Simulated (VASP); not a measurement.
# Bi (Im-3m) in VASP: notebook

One crystal, Bi, is run at these levels: LDA; tasks: single point, relaxation of cell and atoms.

Everything below comes from runs of VASP 6.6.1. Logs are shortened: lines on timing, memory, paths and dates and some standing lists are left out, and cuts for length are marked.

## (1) Starting point

Symmetry: Im-3m, No. 229, cubic system. The conventional cell has a = 3.733 Å, b = 3.733 Å, c = 3.733 Å, α = 90.00°, β = 90.00°, γ = 90.00°. Bi (site symmetry m-3m) is surrounded by 8 Bi at 3.23 Å.

This isn't the form of Bi at room conditions, which is rhombohedral.

## (2) Single point, LDA

INCAR

```
PREC     = Accurate       # precision mode
ENCUT    = 520            # plane-wave cutoff, eV
EDIFF    = 1E-7           # SCF threshold, eV
ISMEAR   = 0              # smearing method
SIGMA    = 0.1            # smearing width, eV
LREAL    = F              # projectors in reciprocal space
LASPH    = T              # aspherical terms in the spheres
NELM     = 100            # most SCF steps
ALGO     = Normal         # electronic algorithm
ISIF     = 2              # what is computed and relaxed
LWAVE    = F              # write WAVECAR
LCHARG   = F              # write CHGCAR
NBANDS   = 14             # bands
```

KPOINTS

```
Automatic mesh
0
Gamma
  16 16 16
```

POSCAR

```
Bi
1.0
   -1.8665263118      1.8665263118      1.8665263118
    1.8665263118     -1.8665263118      1.8665263118
    1.8665263118      1.8665263118     -1.8665263118
Bi
1
Direct
    0.0000000000      0.0000000000      0.0000000000
```

Potentials or basis: VASP PAW LDA potentials, release 64 (Bi_d).

The run is started by

```console
$ cat potpaw_LDA.64/Bi_d/POTCAR > POTCAR
$ mpirun -np 1 vasp_std > vasp.out
```

OUTCAR:

```text
PREC = Accurate
   ENCUT = 520
   EDIFF = 1E-7
   ISMEAR = 0
   LREAL = F
   LASPH = T
   NELM = 100
   ISIF = 2

 ion  position               nearest neighbor table
   1  0.000  0.000  0.000-

  LATTYP: Found a body centered cubic cell.
 ALAT       =     3.7330526236

  Lattice vectors:

 A1 = (  -1.8665263118,   1.8665263118,   1.8665263118)
 A2 = (   1.8665263118,  -1.8665263118,   1.8665263118)
 A3 = (   1.8665263118,   1.8665263118,  -1.8665263118)

Analysis of symmetry for initial positions (statically):
=====================================================================
 Subroutine PRICEL returns:
 Original cell was already a primitive cell.

 Routine SETGRP: Setting up the symmetry group for a
 body centered cubic supercell.

 Subroutine GETGRP returns: Found 48 space group operations
 (whereof 48 operations were pure point group operations)
 out of a pool of 48 trial point group operations.

The static configuration has the point symmetry O_h .

Analysis of symmetry for dynamics (positions and initial velocities):
=====================================================================
 Subroutine PRICEL returns:
 Original cell was already a primitive cell.

 Routine SETGRP: Setting up the symmetry group for a
 body centered cubic supercell.

 Subroutine GETGRP returns: Found 48 space group operations
 (whereof 48 operations were pure point group operations)
 out of a pool of 48 trial point group operations.

The dynamic configuration has the point symmetry O_h .

 Subroutine INISYM returns: Found 48 space group operations
 (whereof 48 operations are pure point group operations),
 and found     1 'primitive' translations

----------------------------------------------------------------------------------------

                                     Primitive cell

  volume of cell :      26.0113

  direct lattice vectors                    reciprocal lattice vectors
    -1.866526312  1.866526312  1.866526312     0.000000000  0.267877285  0.267877285
     1.866526312 -1.866526312  1.866526312     0.267877285  0.000000000  0.267877285
     1.866526312  1.866526312 -1.866526312     0.267877285  0.267877285  0.000000000

  length of vectors
     3.232918406  3.232918406  3.232918406     0.378835689  0.378835689  0.378835689

  position of ions in fractional coordinates (direct lattice)
     0.000000000  0.000000000  0.000000000

  ion indices of the primitive-cell ions
   primitive index   ion index
                 1           1

----------------------------------------------------------------------------------------

 KPOINTS: Automatic mesh

Automatic generation of k-mesh.
 Grid dimensions read from file:
 generate k-points for:   16   16   16

 Generating k-lattice:

  Cartesian coordinates                     Fractional coordinates (reciprocal lattice)
     0.000000000  0.016742330  0.016742330     0.062500000  0.000000000  0.000000000
     0.016742330  0.000000000  0.016742330     0.000000000  0.062500000  0.000000000
     0.016742330  0.016742330  0.000000000     0.000000000  0.000000000  0.062500000

  Length of vectors
     0.023677231  0.023677231  0.023677231

  Shift w.r.t. Gamma in fractional coordinates (k-lattice)
     0.000000000  0.000000000  0.000000000

 Subroutine IBZKPT returns following result:
 ===========================================

 Found    145 irreducible k-points:

 Following reciprocal coordinates:
            Coordinates               Weight
  0.000000  0.000000  0.000000      1.000000
  0.062500  0.000000  0.000000     12.000000
  0.125000  0.000000  0.000000     12.000000
  0.187500  0.000000  0.000000     12.000000
  0.250000  0.000000  0.000000     12.000000
  0.312500  0.000000  0.000000     12.000000
[... 16 lines left out ...]
  0.187500  0.187500  0.000000     24.000000
  0.250000  0.187500  0.000000     48.000000
 [... further k-points ...]
   k-points           NKPTS =    145   k-points in BZ     NKDIM =    145   number of bands    NBANDS=     14
   number of dos      NEDOS =    301   number of ions     NIONS =      1
   total plane-waves  NPLWV =  13824
   dimension x,y,z NGX =    24 NGY =   24 NGZ =   24
   dimension x,y,z NGXF=    48 NGYF=   48 NGZF=   48
   ions per type =               1
   NGX,Y,Z   is equivalent  to a cutoff of  12.34, 12.34, 12.34 a.u.
   NGXF,Y,Z  is equivalent  to a cutoff of  24.68, 24.68, 24.68 a.u.
 SYSTEM =  unknown system
   PREC   = accura    normal or accurate (medium, high low for compatibility)
   ISTART =      0    job   : 0-new  1-cont  2-samecut
   ICHARG =      2    charge: 1-file 2-atom 10-const
   ISPIN  =      1    spin polarized calculation?
   LNONCOLLINEAR =      F non collinear calculations
   LSORBIT =      F    spin-orbit coupling
   LASPH  =      T    aspherical Exc in radial PAW
   ENCUT  =  520.0 eV  38.22 Ry    6.18 a.u.   6.01  6.01  6.01*2*pi/ulx,y,z
   NELM   =    100;   NELMIN=  2; NELMDL= -5     # of ELM steps
   EDIFF  = 0.1E-06   stopping-criterion for ELM
   LREAL  =      F    real-space projection
   EDIFFG = 0.1E-05   stopping-criterion for IOM
   NSW    =      0    number of steps for IOM
   IBRION =     -1    ionic relax: 0-MD 1-quasi-New 2-CG
   NFREE  =      0    steps in history (QN), initial steepest desc. (CG)
   ISIF   =      2    stress and relaxation
   ISYM   =      2    0-nonsym 1-usesym 2-fastsym
   POTIM  = 0.5000    time-step for ionic-motion
   TEBEG  =    0.0;   TEEND  =   0.0 temperature during run
   PSTRESS=    0.0 pullay stress
   NELECT =      15.0000    total number of electrons
   NUPDOWN=      -1.0000    fix difference up-down
   EMIN   =  10.00;   EMAX   =-10.00  energy-range for DOS
   EFERMI =   0.00;   METHOD = LEGACY
   ISMEAR =     0;   SIGMA  =   0.10  broadening in eV -4-tet -1-fermi 0-gaus
   EFERMI_NEDOS =   21; number of points for ismear=-14 and -15
   IALGO  =     38    algorithm
   IMIX   =      4    mixing-type and parameters
     AMIX     =   0.40;   BMIX     =  1.00
     AMIX_MAG =   1.60;   BMIX_MAG =  1.00
  volume/ion in A,a.u.               =      26.01       175.53
  Fermi-wavevector in a.u.,A,eV,Ry     =   1.362650  2.575036 25.263520  1.856816
  Thomas-Fermi vector in A             =   2.489122
   LORBIT       =      0    0 simple, 1 ext, 2 COOP (PROOUT), +10 PAW based schemes
   GGA     = CA    functional components
   LHFCALC =     F    Hartree Fock is set to
   AEXX    =    0.0000 exact exchange contribution
   IVDW    =     0    specifies the selected vdW correction
   LEPSILON=     F    determine dielectric tensor
   LRPA    =     F    only Hartree local field effects (RPA)
 non-spin polarized calculation
 Gauss-broadening in eV      SIGMA  =   0.10
  energy-cutoff  :      520.00
  volume of cell :       26.01
 maximum number of plane-waves:       718
   NGX = 13   NGY = 13   NGZ = 13

 number of electron      14.9999993 magnetization

 Free energy of the ion-electron system (eV)
  ---------------------------------------------------
  ext. energy  EPLUGINS =         0.00000000
  ---------------------------------------------------
  free energy    TOTEN  =        -4.37209043 eV

  energy without entropy =       -4.36949024  energy(sigma->0) =       -4.37079034

 E-fermi :  10.0792     XC(G=0): -11.4096

 val. band max:       10.0697051739   @ k =  -0.2500   0.3750   0.1250
 cond. band min:      10.0804967315   @ k =   0.3125   0.1250   0.0625
 fundamental gap:      0.0107915576
 Fermi energy:        10.0791920584

 k-point     1 :       0.0000    0.0000    0.0000
  band No.  band energies     occupation
      1     -13.0496      2.00000
      2     -13.0496      2.00000
      3     -13.0496      2.00000
      4     -12.8171      2.00000
      5     -12.8171      2.00000
      6      -4.8132      2.00000
      7      16.5958      0.00000
      8      16.5958      0.00000
      9      16.5958      0.00000
     10      20.6185      0.00000
     11      20.6185      0.00000
     12      20.6185      0.00000
     13      21.9542      0.00000
     14      23.1064      0.00000

 k-point     2 :       0.0625    0.0000    0.0000
  band No.  band energies     occupation
      1     -13.0525      2.00000
      2     -13.0452      2.00000
      3     -13.0357      2.00000
      4     -12.8205      2.00000
      5     -12.8175      2.00000
      6      -4.7254      2.00000
      7      15.6801      0.00000
      8      16.2900      0.00000
      9      16.4858      0.00000
     10      20.0327      0.00000
     11      20.3849      0.00000
     12      20.5322      0.00000
     13      22.4775      0.00000
     14      23.4786      0.00000

 k-point     3 :       0.1250    0.0000    0.0000
  band No.  band energies     occupation
      1     -13.0609      2.00000
      2     -13.0339      2.00000
      3     -12.9960      2.00000
      4     -12.8295      2.00000
      5     -12.8187      2.00000
      6      -4.4622      2.00000
      7      13.7623      0.00000
      8      15.5508      0.00000
      9      16.1643      0.00000
     10      19.1782      0.00000
     11      19.9137      0.00000
     12      20.4864      0.00000
     13      23.0221      0.00000
     14      24.3567      0.00000
[... 324 lines left out ...]
 k-point    23 :       0.1875    0.1875    0.0000
  band No.  band energies     occupation
      1     -13.0740      2.00000
      2     -13.0016      2.00000
      3     -12.8578      2.00000
      4     -12.8358      2.00000
      5     -12.7950      2.00000
      6      -2.5092      2.00000
      7       8.0897      2.00000
      8      10.9025      0.00000
      9      13.9115      0.00000
     10      19.1876      0.00000
     11      19.7291      0.00000
     12      22.5179      0.00000
     13      24.1666      0.00000
     14      25.6163      0.00000

 k-point    24 :       0.2500    0.1875    0.0000
  band No.  band energies     occupation
      1     -13.0791      2.00000
      2     -12.9874      2.00000
      3     -12.8537      2.00000
      4     -12.8403      2.00000
      5     -12.7598      2.00000
      6      -1.7410      2.00000
      7       6.7791      2.00000
      8       9.8660      1.99743
      9      13.4858      0.00000
     10      19.0249      0.00000
     11      20.2513      0.00000
     12      22.7858      0.00000
     13      25.1645      0.00000
     14      25.3460      0.00000

 [... further k-points ...]
[... 5 lines left out ...]
  --------------------------------------------------------------------------------------
  -------------------------------------------------------------------------------------
  Total        1.6734265      1.6734265      1.6734265      0.0000000      0.0000000     -0.0000000
  in kB      103.0753657    103.0753657    103.0753657      0.0000000      0.0000000     -0.0000000
  external PRESSURE =     103.0753657 kB  Pullay stress =       0.0000000 kB

 VOLUME and BASIS-vectors are now :
 -----------------------------------------------------------------------------
  energy-cutoff  :      520.00
  volume of cell :       26.01
      direct lattice vectors                 reciprocal lattice vectors
    -1.866526312  1.866526312  1.866526312     0.000000000  0.267877285  0.267877285
     1.866526312 -1.866526312  1.866526312     0.267877285  0.000000000  0.267877285
     1.866526312  1.866526312 -1.866526312     0.267877285  0.267877285  0.000000000

 POSITION                                       TOTAL-FORCE (eV/Angst)
 -----------------------------------------------------------------------------------
      0.00000      0.00000      0.00000         0.000000      0.000000      0.000000
 -----------------------------------------------------------------------------------
    total drift:                               -0.000000      0.000000     -0.000000

  FREE ENERGIE OF THE ION-ELECTRON SYSTEM (eV)
  ---------------------------------------------------
  free  energy   TOTEN  =        -4.3720904341 eV

  energy  without entropy=       -4.3694902370  energy(sigma->0) =       -4.37079034
```

Run time: 9.8 s. Hardware: 1 thread of Intel Xeon 6975P-C (Granite Rapids), shared host; peak memory 0.16 GiB.

What came out:

```
Free energy            : -4.3721 eV
Pressure               : 10.3 GPa
Band gap on the k mesh : none (metal or under the smearing width)
```

Levels at points of the mesh, in eV from the Fermi level:
```
           k point  band 5  band 6  band 7  band 8  band 9  band 10
(0.00, 0.00, 0.00)  -22.90  -14.89    6.52    6.52    6.52    10.54
(0.50, 0.00, 0.00)  -22.75  -10.72   -6.16    1.94    3.93     6.83
(0.50, 0.50, 0.50)  -22.79   -7.71   -2.21   -2.21   -2.21     3.50
```

Caveat: spin-orbit coupling is left out, which moves the levels of the heavy elements.

## (3) Relaxation of cell and atoms, LDA, target pressure 10.1 GPa, at which the enthalpy is minimised

INCAR

```
SYSTEM = Bi
PREC = Accurate
ENCUT = 600
EDIFF = 1E-6
ISMEAR = 0
SIGMA = 0.1
LREAL = .False.
LASPH = .True.
NELM = 100
ALGO = Fast
ISIF = 3
LWAVE = .False.
LCHARG = .False.
GGA = CA
IBRION = 2
NSW = 100
EDIFFG = -0.002
PSTRESS = 101.0
```

KPOINTS

```
Automatic mesh
0
Gamma
  16 16 16
  0 0 0
```

POSCAR is that of step 2.

Potentials or basis: VASP PAW LDA potentials, release 64 (Bi_d).

The run is started by

```console
$ cat potpaw_LDA.64/Bi_d/POTCAR > POTCAR
$ mpirun -np 1 vasp_std > vasp.out
```

Wall time 2.8 min (1 thread of Intel Xeon 6975P-C (Granite Rapids), shared host); peak memory 0.19 GiB.

Results (log left out):

| Item | Value |
| --- | --- |
| Free energy | -4.3743 eV |
| Relaxed volume | 26.04 Å³/atom |
| Relaxed cell | a = 3.234 Å, b = 3.234 Å, c = 3.234 Å, α = 109.47°, β = 109.47°, γ = 109.47° |
| Space group after relaxing (to 0.05 Å) | Im-3m (No. 229) |
| Energy change on relaxing (the enthalpy is what falls) | -2.1 meV/atom |
| Ionic steps | 18 |
| Pressure after relaxing | 10.1 GPa |
| Band gap on the k mesh | none (metal or under the smearing width) |

The path:
| step | energy change (eV) | largest force (eV/Å) | pressure (GPa) | volume (Å³) |
| --- | --- | --- | --- | --- |
| 1 | 0.0000 | 0.0000 | 10.37 | 26.01 |
| 2 | -0.0103 | 0.0000 | 9.57 | 26.18 |
| 3 | -0.0042 | 0.0000 | 10.14 | 26.08 |
| 4 | -0.0046 | 0.0000 | 10.08 | 26.08 |
| 5 | -0.0044 | 0.0000 | 10.05 | 26.08 |
| 6 | -0.0043 | 0.0000 | 10.05 | 26.08 |
| 7 | -0.0027 | 0.0000 | 10.07 | 26.05 |
| 8 | 0.0003 | 0.0000 | 10.40 | 26.01 |
| 9 | -0.0025 | 0.0000 | 10.17 | 26.05 |
| 10 | -0.0027 | 0.0000 | 10.19 | 26.05 |
| 11 | -0.0027 | 0.0000 | 10.20 | 26.05 |
| 12 | -0.0034 | 0.0000 | 10.16 | 26.06 |
| 13 | -0.0047 | 0.0000 | 10.13 | 26.09 |
| 14 | -0.0073 | 0.0000 | 10.01 | 26.13 |
| 15 | -0.0053 | 0.0000 | 9.85 | 26.10 |
| 16 | -0.0048 | 0.0000 | 10.01 | 26.09 |
| 17 | -0.0039 | 0.0000 | 10.04 | 26.07 |
| 18 | -0.0021 | 0.0000 | 10.09 | 26.04 |

Final structure:
```yaml
crystal:
  lattice:
    - [-1.86731, 1.86731, 1.86731]
    - [1.86731, -1.86731, 1.86731]
    - [1.86731, 1.86731, -1.86731]
  atoms:
    - { symbol: Bi, position: [0.00000, 0.00000, 0.00000] }
```

Levels at points of the mesh, in eV from the Fermi level:
```csv
k point,band 5,band 6,band 7,band 8,band 9,band 10
"(0.00, 0.00, 0.00)",-22.89,-14.88,6.50,6.50,6.50,10.54
"(0.50, 0.00, 0.00)",-22.75,-10.72,-6.15,1.94,3.93,6.82
"(0.50, 0.50, 0.50)",-22.78,-7.71,-2.21,-2.21,-2.21,3.50
```

Caveat: the cell is relaxed towards a set pressure, so the enthalpy falls and the energy may rise; spin-orbit coupling is left out, which moves the levels of the heavy elements.
